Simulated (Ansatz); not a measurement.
# PtS2 monolayer (1T) under uniaxial strain along a, the zigzag direction, with the width clamped, part 2 of 2

Aim: how do the optical modes of PtS2 monolayer (1T) shift and split under this strain?

Ansatz 0.2.0; DFT PBEsol, scalar-relativistic, plane waves, PAW; PAW set soft_1.

So far, highest optical mode at the zone centre (no LO-TO term) (cm⁻¹): step 5 (zone-centre response at rest) 335.

**6. Relaxation of a member: uniaxial strain of +5 % along a, the zigzag direction, with the width clamped**

The cell takes a uniaxial strain of +5 % along a, the zigzag direction, with the width clamped. The cell is held, and the atoms relax in it.

Contents of input.yaml:

```yaml
crystal:
  lattice:
    - [3.7126411196, 0.0, 0.0]
    - [-1.8563205598, 3.0621347853, 0.0]
    - [0.0, 0.0, 29.504]
  atoms:
    - { symbol: Pt, position: [0.0, 0.0, 0.3389370933] }
    - { symbol: S, position: [0.3371003396, 0.6742006791, 0.3788202921] }
    - { symbol: S, position: [0.6628996604, 0.3257993209, 0.2990538945] }
  periodic: [true, true, false]
kpoints:
  mp_grid: { grid: [9, 9, 1] }
hamiltonian:
  xc: pbesol
  pseudopotentials: { kind: paw, azcp: { folder: soft_1 }, xc_functional: pbe }
scf:
  occupations: { method: fixed }
output:
  forces: true
  stress: true
  eigenvalues: true
relax:
  adjacent_minimum: "off"
  f_tol: 0.001
  max_steps: 60
```

Run with:

```console
$ ansatz run input.yaml --threads 4 --pin off --max-ram 16384MiB --backend cpu --events-out ev --progress --plain --runs-dir out
```

Numbers of over 12 decimals in the logs are rounded to 6 here.

What it wrote:

```text
[...]
--- Relaxed structure (4 steps of the walk, 4 accepted, 0 SCFs on fresh bases) ---
  F+E_penalty+E_count = -14156.30804874 eV   max|allowed force component| = 6.951e-4 eV/Å
  cell:  # Å, volume = 335.4194 Å³
    - [3.7126411196, 0.0, 0.0]
    - [-1.8563205598, 3.0621347853, 0.0]
    - [0.0, 0.0, 29.504]
  atoms:
    - { symbol: Pt, position: [0.0, 0.0, 0.338937] }
    - { symbol: S, position: [0.337896, 0.675793, 0.378496] }
    - { symbol: S, position: [0.662104, 0.324207, 0.299378] }
[key lines of the parts left out:]
SCF converged after 5 iterations
Free energy (F): -14156.308049 eV
Fermi energy:    -6.228610 eV
P = ½ c Tr σ = -2.6843 N/m
```

Wall time 10 s (4 threads of Arm Neoverse V2, shared host); peak memory 0.63 GiB; 39 s of CPU time.

Relaxation path:

```
step  energy less that of the first step (eV)  largest force component (eV/Å)
   1                                   0.0000                          0.1154
   2                                  -0.0012                          0.0425
   3                                  -0.0013                          0.0049
   4                                  -0.0013                          0.0007
```

Forces are held to the 4 operations that the run works with; a distortion that breaks them can't arise in this run.

The atoms that moved most (Å):

```
atom     dx      dy      dz  length
  S2  0.000   0.005  -0.010   0.011
  S3  0.000  -0.005   0.010   0.011
```

Final coordinates:

```xyz
3
Lattice="3.7126 0.0000 0.0000 -1.8563 3.0621 0.0000 0.0000 0.0000 29.5040" Properties=species:S:1:pos:R:3
Pt    0.0000    0.0000   10.0000
S     0.0000    2.0694   11.1671
S     1.8563    0.9928    8.8329
```

Numbers from this step:

```
gap on the k-mesh : 1.526 eV
area per atom     : 3.79 Å²
```

The largest force component left is 0.70 meV/Å.

**7. Modes of this member: uniaxial strain of +5 % along a, the zigzag direction, with the width clamped**

The zone-centre modes follow for uniaxial strain of +5 % along a, the zigzag direction, with the width clamped.

input.yaml, the sections that differ from step 6:

```yaml
crystal:
  lattice:
    - [3.7126411196, 0.0, 0.0]
    - [-1.8563205598, 3.0621347853, 0.0]
    - [0.0, 0.0, 29.504]
  atoms:
    - { symbol: Pt, position: [0.0, 0.0, 0.3389370933] }
    - { symbol: S, position: [0.3378962924, 0.6757925848, 0.3784960233] }
    - { symbol: S, position: [0.6621037076, 0.3242074152, 0.2993781633] }
  periodic: [true, true, false]
output:
  eigenvalues: true
phonons:
  method: dfpt
# kpoints, hamiltonian, scf: as in step 6
# relax: removed
```

What it wrote:

```text
[...]
Crystal: 3 atoms, lattice volume = 335.419 Å³
Basis set: ecut = 420 eV, 6495 PW (Γ), exchange–correlation on 60×60×400 points (8 copies of the dense FFT grid, shifted against one another)
Bands: 19, of which v1, the nominal top of the filled ones, is band 15 counted from 1 (14 counted from 0)
Symmetry: 4 space group operations
k-points: 25 of 81 (irreducible under 2 space group operations, time reversal used)
[...]
SCF iter   1: F=—  HF=-14157.673725 eV  |F-HF|=—  |Δ(HF+E_count)|=         —  Δρ=4.13e-2  dr2=6.90e0  ethr=3.10e-3  ⟨swp⟩=7.8  Hψ=3138  notcnv=0  defer=48
[...]
SCF iter  11: F=-14156.308049 eV  HF=-14156.308049 eV  |F-HF|=1.60e-10  |Δ(HF+E_count)|=  6.20e-10  Δρ=1.25e-7  dr2=2.01e-11  ethr=1.00e-12  ⟨swp⟩=26.0  Hψ=6949  notcnv=0
SCF 1 converged in 11 iterations: F = -14156.308049 eV  dr2 = 2.01e-11
[...]
SCF converged after 11 iterations
Free energy (F): -14156.308049 eV
[...]
Internal energy: -14156.308049 eV  (E = F + TS)
E sigma→0 (E₀):  -14156.308049 eV
Fermi energy:    -6.228610 eV
[...]
--- Band table (eV; the first three rows and the last of 25) ---
  k-point 0: bands = [... 11 lower, -7.0360, -7.0273, -6.9339, -6.5792, -3.1893, -3.1570, -0.9564, -0.7009]
  k-point 1: bands = [... 11 lower, -7.6984, -6.8673, -6.7329, -6.3372, -3.8530, -3.3750, -0.5759, -0.2746]
  k-point 2: bands = [... 11 lower, -8.2670, -6.9727, -6.6514, -6.2286, -4.6432, -3.6254, -0.2682, 0.2429]
  k-point 24: bands = [... 11 lower, -8.7719, -7.7494, -7.5400, -6.5238, -4.3389, -4.1758, 0.5524, 1.0123]
[...]
ASR residual: 5.076e-4 → 0.000e0 eV/Å²; symmetrization residual: 9.459e-6 eV/Å²
[...]
ASR residual per site (eV/Å²): 5.08e-4 1.65e-4 1.51e-4
  Γ frequencies (cm⁻¹): 0.00 0.00 0.00 284.85 289.06 300.63 307.20 323.31 323.67
[...]
```

Wall time 49 s (4 threads); peak memory 1.1 GiB; 3 min of CPU time.

This step gave:

```
sum-rule residual before enforcement                    : 5.08e-4 eV/Å²
point group                                             : 2/m
highest optical mode at the zone centre (no LO-TO term) : 323.7 cm⁻¹
lowest optical zone-centre mode                         : 284.9 cm⁻¹
```

Without the LO-TO term. Patterns of degenerate modes are one choice out of their space. The modes at Γ (shares of kinetic energy by element, %):

```
mode  frequency (cm⁻¹)  symmetry  Pt %  S %
   1               0.0  acoustic    75   25
   2               0.0  acoustic    75   25
   3               0.0  acoustic    75   25
   4             284.9        Bg     0  100
   5             289.1        Au    25   75
   6             300.6        Ag     0  100
   7             307.2        Bu    25   75
   8             323.3        Ag     0  100
   9             323.7        Bu    25   75
```

The lowest optical mode is real, 285 cm⁻¹, and the highest lies at 323.7 cm⁻¹.

For the highest optical mode at the zone centre (no LO-TO term), step 5 gave 335 cm⁻¹; this run, with strain 5 %, gives 324 cm⁻¹ (-3 %).

**8. Relaxation of a member: uniaxial strain of -3 % along a, the zigzag direction, with the width clamped**

The cell takes a uniaxial strain of -3 % along a, the zigzag direction, with the width clamped. The cell is held, and the atoms relax in it.

input.yaml, the sections that differ from step 7:

```yaml
crystal:
  lattice:
    - [3.4297732245, 0.0, 0.0]
    - [-1.7148866123, 3.0621347853, 0.0]
    - [0.0, 0.0, 29.504]
  atoms:
    - { symbol: Pt, position: [0.0, 0.0, 0.3389370933] }
    - { symbol: S, position: [0.3310576471, 0.6621152943, 0.3808917454] }
    - { symbol: S, position: [0.6689423529, 0.3378847057, 0.2969824412] }
  periodic: [true, true, false]
output:
  forces: true
  stress: true
  eigenvalues: true
relax:
  adjacent_minimum: "off"
  f_tol: 0.001
  max_steps: 60
# kpoints, hamiltonian, scf: as in step 7
# phonons: removed
```

What it wrote:

```text
[...]
Crystal: 3 atoms, lattice volume = 309.864 Å³
Basis set: ecut = 420 eV, 6009 PW (Γ), exchange–correlation on 48×48×400 points (8 copies of the dense FFT grid, shifted against one another)
Bands: 19, of which v1, the nominal top of the filled ones, is band 15 counted from 1 (14 counted from 0)
Symmetry: 4 space group operations
[...]
--- Relaxed structure (5 steps of the walk, 5 accepted, 0 SCFs on fresh bases) ---
  F+E_penalty+E_count = -14156.35441356 eV   max|allowed force component| = 5.708e-5 eV/Å
  cell:  # Å, volume = 309.8636 Å³
    - [3.4297732245, 2.800147823677193e-11, 0.0]
    - [-1.714886612275, 3.062135, 0.0]
    - [0.0, 0.0, 29.504]
  atoms:
    - { symbol: Pt, position: [0, 0, 0.3389370933] }
    - { symbol: S, position: [0.329825, 0.659651, 0.381257] }
    - { symbol: S, position: [0.670175, 0.340349, 0.296618] }
[key lines of the parts left out:]
SCF converged after 2 iterations
Free energy (F): -14156.354414 eV
Fermi energy:    -6.313190 eV
P = ½ c Tr σ = 1.7571 N/m
```

Elapsed: 11 s, on 4 threads; peak memory 0.61 GiB.

Step by step:

```
step  energy less that of the first step (eV)  largest force component (eV/Å)
   1                                   0.0000                          0.1510
   2                                  -0.0021                          0.0306
   3                                  -0.0022                          0.0069
   4                                  -0.0022                          0.0001
   5                                  -0.0022                          0.0001
```

The run keeps the 4 symmetry operations that it works with, so distortions that break them were not tested.

The atoms that moved most (Å):

```
atom     dx      dy      dz  length
  S3  0.000   0.008  -0.011   0.013
  S2  0.000  -0.008   0.011   0.013
```

The relaxed structure:

```xyz
3
Lattice="3.4298 0.0000 0.0000 -1.7149 3.0621 0.0000 0.0000 0.0000 29.5040" Properties=species:S:1:pos:R:3
Pt    0.0000    0.0000   10.0000
S     0.0000    2.0199   11.2486
S     1.7149    1.0422    8.7514
```

Numbers from this step:

```
gap on the k-mesh : 1.770 eV
area per atom     : 3.501 Å²
```

The largest force component left is 0.057 meV/Å.

**9. Zone-centre modes of the member: uniaxial strain of -3 % along a, the zigzag direction, with the width clamped**

The zone-centre modes follow for uniaxial strain of -3 % along a, the zigzag direction, with the width clamped.

input.yaml, the sections that differ from step 8:

```yaml
crystal:
  lattice:
    - [3.4297732245, 0.0, 0.0]
    - [-1.7148866123, 3.0621347853, 0.0]
    - [0.0, 0.0, 29.504]
  atoms:
    - { symbol: Pt, position: [0.0, 0.0, 0.3389370933] }
    - { symbol: S, position: [0.329825358, 0.659650716, 0.3812565051] }
    - { symbol: S, position: [0.670174642, 0.340349284, 0.2966176815] }
  periodic: [true, true, false]
output:
  eigenvalues: true
phonons:
  method: dfpt
# kpoints, hamiltonian, scf: as in step 8
# relax: removed
```

What it wrote:

```text
[...]
Crystal: 3 atoms, lattice volume = 309.864 Å³
Basis set: ecut = 420 eV, 6009 PW (Γ), exchange–correlation on 48×48×400 points (8 copies of the dense FFT grid, shifted against one another)
Bands: 19, of which v1, the nominal top of the filled ones, is band 15 counted from 1 (14 counted from 0)
Symmetry: 4 space group operations
[...]
k-point 2: bands = [... 11 lower, -8.4512, -6.7229, -6.5076, -6.4450, -4.5428, -3.4198, 0.1091, 0.3223]
  k-point 24: bands = [... 11 lower, -8.2503, -8.0662, -7.4585, -6.4385, -4.5101, -3.5039, 0.4337, 1.1173]
[...]
ASR residual: 2.617e-4 → 0.000e0 eV/Å²; symmetrization residual: 7.961e-6 eV/Å²
[...]
ASR residual per site (eV/Å²): 2.62e-4 1.46e-5 1.74e-5
  Γ frequencies (cm⁻¹): 0.00 0.00 0.00 299.82 303.82 324.69 325.54 334.07 341.47
[...]
[key lines of the parts left out:]
SCF converged after 11 iterations
Free energy (F): -14156.354414 eV
Fermi energy:    -6.313195 eV
```

Elapsed: 42 s, on 4 threads; peak memory 0.93 GiB.

Numbers from this step:

| Item | Value |
| --- | --- |
| sum-rule residual before enforcement | 2.62e-4 eV/Å² |
| highest optical mode at the zone centre (no LO-TO term) | 341.5 cm⁻¹ |
| lowest optical zone-centre mode | 299.8 cm⁻¹ |

Without the LO-TO term. Patterns of degenerate modes are one choice out of their space. Modes at Γ, with each element's share of the kinetic energy:

```
mode  frequency (cm⁻¹)  symmetry  Pt %  S %
   1               0.0  acoustic    75   25
   2               0.0  acoustic    75   25
   3               0.0  acoustic    75   25
   4             299.8        Ag     0  100
   5             303.8        Bg     0  100
   6             324.7        Bu    25   75
   7             325.5        Bu    25   75
   8             334.1        Au    25   75
   9             341.5        Ag     0  100
```

The lowest optical mode is real, 300 cm⁻¹, and the highest lies at 341.5 cm⁻¹.

**10. All members side by side**

The members are set side by side, also those not shown above.

Energies are extrapolated to zero smearing, and E0 is that at rest; the cell is clamped and the atoms are relaxed. State of the crystal along the series:

```
strain (%)  E - E0 (meV/atom)  gap on mesh (eV)
        -3              9.134              1.77
        -2              4.051             1.795
        -1               1.01             1.812
         0                  0             1.822
         1              1.003             1.791
         2              3.994             1.749
         3              8.948             1.684
         4              15.83             1.605
         5              24.59             1.526
```

Optical modes are counted from below at rest and tracked from member to member by their patterns, and modes that stay within 0.3 cm⁻¹ of each other stand once; labels, where given, are those at rest, then, where named, those of the strained cell; the cell is clamped and the atoms are relaxed. Optical modes along the series:

```
strain (%)  optical mode 1 Eg to Bg single part (cm⁻¹)  optical mode 2 Eg to Ag single part (cm⁻¹)  optical mode 3 Eu to Au single part (cm⁻¹)  optical mode 4 Eu to Bu single part (cm⁻¹)  optical mode 5 A2u to Bu (cm⁻¹)  optical mode 6 A1g to Ag (cm⁻¹)
        -3                                       303.8                                       299.8                                       334.1                                       325.5                            324.7                            341.5
        -2                                         303                                       299.9                                       329.9                                       323.7                            325.5                            339.5
        -1                                       301.7                                       299.9                                       325.3                                       322.1                            325.7                            337.4
         0                                         300                                         300                                       320.2                                       320.2                            325.8                            335.2
         1                                       297.9                                       300.1                                       314.7                                       318.2                            325.6                            332.9
         2                                       295.3                                       300.2                                       308.8                                       315.9                            325.3                            330.6
         3                                       292.2                                       300.4                                       302.5                                       313.3                            324.9                            328.2
         4                                       288.8                                       300.6                                       295.9                                       310.4                            324.3                            325.8
         5                                       284.9                                       300.6                                       289.1                                       307.2                            323.7                            323.3
```

Value and slope at zero strain of a cubic (a lower polynomial where under five rows exist) through the rows within 2 % of rest. Slopes at rest:

```
                               mode  frequency (cm⁻¹)  shift per percent of strain (cm⁻¹)
optical mode 1 Eg to Bg single part               300                               -1.93
optical mode 2 Eg to Ag single part               300                                 0.1
optical mode 3 Eu to Au single part             320.2                               -5.31
optical mode 4 Eu to Bu single part             320.2                               -1.93
           optical mode 5 A2u to Bu             325.8                               -0.04
           optical mode 6 A1g to Ag             335.2                               -2.24
```

**11. Summary of results**

```
members                                                          : 9
highest optical mode at the zone centre (no LO-TO term), at rest : 335.2 cm⁻¹
optical mode 3 Eu to Au single part, shift per percent           : -5.31 cm⁻¹
optical mode 4 Eu to Bu single part, shift per percent           : -1.93 cm⁻¹
optical mode 5 A2u to Bu, shift per percent                      : -0.04 cm⁻¹
optical mode 6 A1g to Ag, shift per percent                      : -2.24 cm⁻¹
```

What this shows: The strain lowers the symmetry: the level at 320.2 cm⁻¹ splits, into 289.1 and 307.2 cm⁻¹ at +5 %. Within 2 % of rest optical mode 1 Eg to Bg single part and optical mode 5 A2u to Bu bend away from a straight line, so a single slope holds only near rest. The fastest shift in the table of slopes is -5.3 cm⁻¹ for each percent (optical mode 3 Eu to Au single part). The width is clamped, so the contraction across the strain that a free sheet shows is left out. The patterns mix along the series (least overlap between neighbouring members 0.63), so columns can swap where modes come close. These are harmonic frequencies at zero temperature: anharmonic shifts, linewidths and thermal expansion are left out. Spin-orbit coupling is left out, which can matter for the heavy elements here. The starting cell was built on a prototype and not taken from a measurement. The PAW files were made for PBE; the program adapts parts of them to the functional of the run, but their partial waves stay those of PBE, an approximation that was not tested in this session. Only the zone centre was solved, so an instability at another wavevector cannot show here. In a sheet the LO-TO splitting vanishes at the zone centre, so no such term is missing here.

[Logs are printed without paths, hosts, clocks, repeated set-up lines and the standing remarks that a program may print on its own settings, such as how far it seeks lower states.]

[Hosts, paths, dates, database ids (printed as entryN), source tags and the programs' standing remarks are cut or masked in the printed files.]
